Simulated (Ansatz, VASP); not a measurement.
One calculation of HfO2, two programs

```
Hf O
1.0
     4.73193    0.00000    0.00000
     0.00000    4.73193    0.00000
     0.00000    0.00000    3.15108
Hf O
2 4
Direct
  0.00000 0.00000 0.00000
  0.50000 0.50000 0.50000
  0.19495 0.80505 0.50000
  0.30505 0.30505 0.00000
  0.69495 0.69495 0.00000
  0.80505 0.19495 0.50000
```

Measurements of this composition are mostly on another form, of space group No. 14.

Alike in both runs: task single point; functional PBEsol; k mesh 4 × 4 × 6; no spin polarisation.

|  | VASP | Ansatz |
| --- | --- | --- |
| version | VASP 6.6.1 | Ansatz 0.2.0 |
| potentials or method | VASP PAW PBE potentials, release 64 (Hf_pv, O) | plane waves, PAW |
| plane-wave cutoff (eV) | 520 | 470 |
| occupations | gaussian, width 0.01 eV | fixed |
| valence electrons in the cell | 44 | 76 |

Ansatz gave:

* pressure (GPa): 15.4
* largest component of the traceless stress (GPa): 2.39

Question: Estimate VASP's values.

Answer: Pressure (GPa): 12.5; largest component of the traceless stress (GPa): 1.95.

The two sets of potentials don't hold the same shells in valence.

Caveats: the PAW data sets were made with another functional, which shifts forces and pressure a little (VASP); spin-orbit coupling is left out, which moves the levels of the heavy elements. PBEsol gaps usually lie below the measured ones, often by a third to a half. A k mesh can miss the band edges.
